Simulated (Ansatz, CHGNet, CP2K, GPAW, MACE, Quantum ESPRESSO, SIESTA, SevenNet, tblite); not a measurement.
## 1T-MgBr2 antidot lattice, bare edges (41 atoms): runs against a plane-wave reference

The cell holds 41 atoms: 15 Mg and 26 Br. Its edges and angles: a = 15.280 Å, b = 13.233 Å, c = 15.000 Å, α = 90.0°, β = 90.0°, γ = 90.0°. It derives from MgBr2 (1T-MgBr2). 1T-MgBr2 (a = 3.82 Å), rectangular cell with x along the zigzag direction; 4 x 2 cells with a hole of radius 3.5 Å, 12 Å of vacuum; not relaxed, displaced by a Gaussian of 0.02 Å. Then every atom was moved at random, 0.03 Å r.m.s. a Cartesian component. Vacuum lies along c.

Geometry: as built.

The reference, a calculation:

| Quantity | Value |
| --- | --- |
| method | Kohn-Sham DFT, PBE, SSSP efficiency 1.3.0 pseudopotentials, plane waves (Quantum ESPRESSO 7.5); sssp-pbe-1.3.0-efficiency, cutoffs 45/360 Ry, Γ point |
| r.m.s. force component | 0.197 eV/Å |
| longest force | 0.6244 eV/Å |
| time | 2.5 min on 4 MPI ranks of Arm Neoverse V2, shared host |
| CPU time | 9.9 min |

**Question.** The same geometry is run in other programs. How far does each lie from the reference, and what does it cost?
- GPAW PBE, LCAO dzp, h 0.2 Å (GPAW 26.7.0; 1 thread)
- SevenNet 0 potential (SevenNet 0; 1 thread)
- GPAW PBE, LCAO dzp, h 0.2 Å, other mixer settings (GPAW 26.7.0; 1 thread)
- GPAW PBE, plane waves 350 eV (GPAW 26.7.0; 4 MPI ranks)
- CP2K PBE, TZV2P-UZH, 1200/60 Ry, diagonalisation (CP2K 2026.2; 1 thread)
- CP2K PBE, DZVP-MOLOPT-SR, 600/60 Ry, diagonalisation (CP2K 2026.2; 1 thread)
- SIESTA PBE, DZ, shift 0.01 Ry, mesh 500 Ry (SIESTA 5.4.2; 1 thread)
- SIESTA PBE, SZP, shift 0.01 Ry, mesh 500 Ry (SIESTA 5.4.2; 1 thread)
- CHGNet r2SCAN potential (CHGNet r2SCAN; 1 thread)
- MACE MP-0b2 small potential (MACE MP-0b2 small; 1 thread)

Differences are against the plane-wave reference, forces as r.m.s. over components; share is that over the reference's r.m.s. force, slope the least-squares factor from reference forces to these. Total energies of different programs have different zeros and aren't compared.

```
                                                          run  Δ force, r.m.s. (meV/Å)  share (%)  slope  cores  CPU time  memory (GiB)
                                                    reference                        -          -      -      4   9.9 min           5.9
                                  GPAW PBE, LCAO dzp, h 0.2 Å                      112       57.0  1.443      1      57 s           1.6
                                         SevenNet 0 potential                      255        130  0.393      1     6.1 s          0.59
            GPAW PBE, LCAO dzp, h 0.2 Å, other mixer settings                      110       55.6  1.433      1      68 s           1.4
                                 GPAW PBE, plane waves 350 eV                     8.88       4.51  1.035      4   4.9 min           1.8
             CP2K PBE, TZV2P-UZH, 1200/60 Ry, diagonalisation                      246        125  1.287      1    15 min            19
CP2K PBE, DZVP-MOLOPT-SR, 600/60 Ry, diagonalisation (coarse)                      509        258  1.663      1   4.9 min           6.4
          SIESTA PBE, DZ, shift 0.01 Ry, mesh 500 Ry (coarse)                      305        155  0.507      1   1.9 min           1.2
         SIESTA PBE, SZP, shift 0.01 Ry, mesh 500 Ry (coarse)                      129       65.7  1.481      1   2.2 min           1.5
                                      CHGNet r2SCAN potential                      225        114  0.317      1       3 s          0.47
                                  MACE MP-0b2 small potential                      243        123  0.574      1     5.5 s          0.67
```

Rows marked coarse were listed beforehand as settings not expected to be converged; some can still land near the reference.

Times of the machine-learned potentials are mostly Python's start and the loading of weights.

CPU time is summed over cores on a shared host, where runs went side by side, so it is rough. Symmetry, cutoffs, thresholds, outputs and thread counts weren't matched or tuned between programs; memory under MPI is the largest rank's times the ranks.

PBE on plane waves or a grid with other potentials, cutoffs or grids, coarse settings apart, differs from the reference by 4.5 % (GPAW PBE, plane waves 350 eV) of the r.m.s. force; this holds the reference's own error, so differences of a few per cent don't tell which side is nearer the exact PBE result. The PBE runs in local orbitals, coarse settings apart, differ by 56 % (GPAW PBE, LCAO dzp, h 0.2 Å, other mixer settings) to 125 % (CP2K PBE, TZV2P-UZH, 1200/60 Ry, diagonalisation); basis, grid and potentials can all enter, and differences of this size make the forces unusable. Machine-learned potentials differ by 114 % (CHGNet r2SCAN potential) to 130 % (SevenNet 0 potential); they were trained on other programs' data, some at another functional. The reference samples few k-points for this cell, and its sampling error, which other DFT runs on the same mesh share, can be part of so large a difference. Among those trained on PBE data the slope goes as low as 0.39, with a correlation of 0.32, so directions differ as well as sizes. Runs with settings chosen to be coarse differ by 66 % (SIESTA PBE, SZP, shift 0.01 Ry, mesh 500 Ry) to 258 % (CP2K PBE, DZVP-MOLOPT-SR, 600/60 Ry, diagonalisation), their programs' other errors included. Machine-learned potentials mimic data converged in k, so the reference's own k-point error enters their differences. The runs have no spin polarisation, so any moments at edges, vacancies or dangling bonds can't form. The electronic-structure runs sample only Γ, in a cell whose shortest periodic width is 13 Å, which is coarse for a cell with partly filled levels.

[Logs are printed without paths, hosts, clocks, repeated set-up lines and the standing remarks that a program may print on its own settings, such as how far it seeks lower states.]

[Hosts, paths, dates, database ids (printed as entryN), source tags and the programs' standing remarks are cut or masked in the printed files.]
